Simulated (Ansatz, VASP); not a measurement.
**BP: VASP beside Ansatz**

```
B P
1.0
     4.77824    0.69505   -0.84428
     0.63957    5.38812   -0.36840
    -0.88714   -0.40183    5.85134
B P
5 5
Cartesian
  3.7271 3.3369 3.2281
  2.0840 3.6762 2.7250
  2.8363 4.1303 5.8952
  0.1681 4.9084 1.1674
  0.3399 0.9994 1.6507
  1.5314 1.4732 4.8856
  2.1419 -0.5594 4.4625
  4.3700 2.8380 -0.7292
  2.1029 4.7692 1.0962
  5.4098 3.0365 2.2411
```

Alike in both runs: functional PBE; k mesh 3 × 3 × 3; occupations gaussian, width 0.1 eV; no spin polarisation.

Ansatz relaxed the structure, and its values are those at the end. VASP's run is a single point on that final structure, the one shown.

|  | VASP | Ansatz |
| --- | --- | --- |
| version | VASP 6.6.1 | Ansatz 0.2.0 |
| potentials or method | VASP PAW PBE potentials, release 64 (B, P) | scalar-relativistic, plane waves, PAW |
| plane-wave cutoff (eV) | 520 | 420 |
| valence electrons in the cell | 40 | 40 |

|  | VASP | Ansatz | Ansatz less VASP |
| --- | --- | --- | --- |
| gap on the k mesh at the Fermi level (eV) | 1.23 | 1.23 | -0.005 |
| least direct gap on the mesh (eV) | 1.55 | 1.54 | -0.005 |
| rms of the force components (eV/Å) | 0.017 | 0.013 | -0.0042 |

Caveats: the k mesh is coarse (spacing up to 0.46 Å⁻¹), so the values aren't converged. Expect the measured gap to be larger: semilocal functionals such as PBE lack the derivative discontinuity.
